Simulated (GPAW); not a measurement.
Wanted: an ASE script for a GPAW 26.7.0 run.

- Task: single point
- Functional: PBE
- Potentials or basis: GPAW PAW data sets (gpaw-data 1.2.1)
- Cutoff: 700 eV
- Basis: pw
- k mesh: 9 × 9 × 3
- Occupations: fermi-dirac, width 0.05 eV
- Spin: no spin polarisation
- Maxiter: 100

The structure of BN lies in BN.cif:

```cif
data_BN
_cell_length_a 2.49824000
_cell_length_b 2.49824000
_cell_length_c 6.63570000
_cell_angle_alpha 90.00000000
_cell_angle_beta 90.00000000
_cell_angle_gamma 120.00000000
_space_group_name_H-M_alt 'P6_3/mmc'
_space_group_name_Hall '-P 6c 2c'
_space_group_IT_number 194
loop_
_space_group_symop_operation_xyz
'x,y,z'
'-x,-y,-z'
'x-y,x,z+1/2'
'-x+y,-x,-z+1/2'
'-y,x-y,z'
'y,-x+y,-z'
'-x,-y,z+1/2'
'x,y,-z+1/2'
'-x+y,-x,z'
'x-y,x,-z'
'y,-x+y,z+1/2'
'-y,x-y,-z+1/2'
'-y,-x,-z+1/2'
'y,x,z+1/2'
'-x,-x+y,-z'
'x,x-y,z'
'-x+y,y,-z+1/2'
'x-y,-y,z+1/2'
'y,x,-z'
'-y,-x,z'
'x,x-y,-z+1/2'
'-x,-x+y,z+1/2'
'x-y,-y,-z'
'-x+y,y,z'
loop_
_atom_site_label
_atom_site_type_symbol
_atom_site_symmetry_multiplicity
_atom_site_Wyckoff_symbol
_atom_site_fract_x
_atom_site_fract_y
_atom_site_fract_z
_atom_site_occupancy
N1 N 2 d 0.6666666667 0.3333333333 0.2500000000 1
B1 B 2 c 0.6666666667 0.3333333333 0.7500000000 1
```

These files were run (other wordings do the same):

run.py

```python
from ase.dft.bandgap import bandgap
from ase.io import read, write
from ase.units import GPa
from gpaw import GPAW, PW

atoms = read('BN.cif')

calc = GPAW(mode=PW(700),
            xc='PBE',
            kpts={'size': (9, 9, 3), 'gamma': True},
            occupations={'name': 'fermi-dirac', 'width': 0.05},
            nbands=18,
            convergence={'density': 1e-05, 'energy': 1e-05},
            maxiter=100,
            txt='gpaw.txt')
atoms.calc = calc
energy = atoms.get_potential_energy()
forces = atoms.get_forces()
stress = atoms.get_stress()
calc.write('gs.gpw')
write('result.traj', atoms)
print(f'Energy: {energy:.6f} eV')
print('Forces (eV/A):')
print(forces.round(4))
print('Stress (GPa):', (stress / GPa).round(3))
print('Fermi level:', round(calc.get_fermi_level(), 4), 'eV')
print(f'Gap: {bandgap(calc)[0]:.4f} eV, direct: {bandgap(calc, direct=True)[0]:.4f} eV')
```

Potentials or basis: GPAW PAW data sets (gpaw-data 1.2.1), pw.

Command:

```bash
$ OMP_NUM_THREADS=1 python run.py
```

Results of the run:

The pressure is 2.4 GPa. The band gap on the k mesh is 4.43 eV, indirect (least direct gap 4.71 eV).

Caveat: the cutoff is short for stress and forces, so pressures can be off by a GPa or more; an odd mesh through Γ misses points on the zone boundary, where band edges often lie; this functional lacks dispersion, which binds the layers, so the pressure and a relaxed spacing across them are unreliable.

Run time: 14 s on 1 thread of Arm Neoverse V1, with other jobs on the host, peak memory 0.16 GiB.
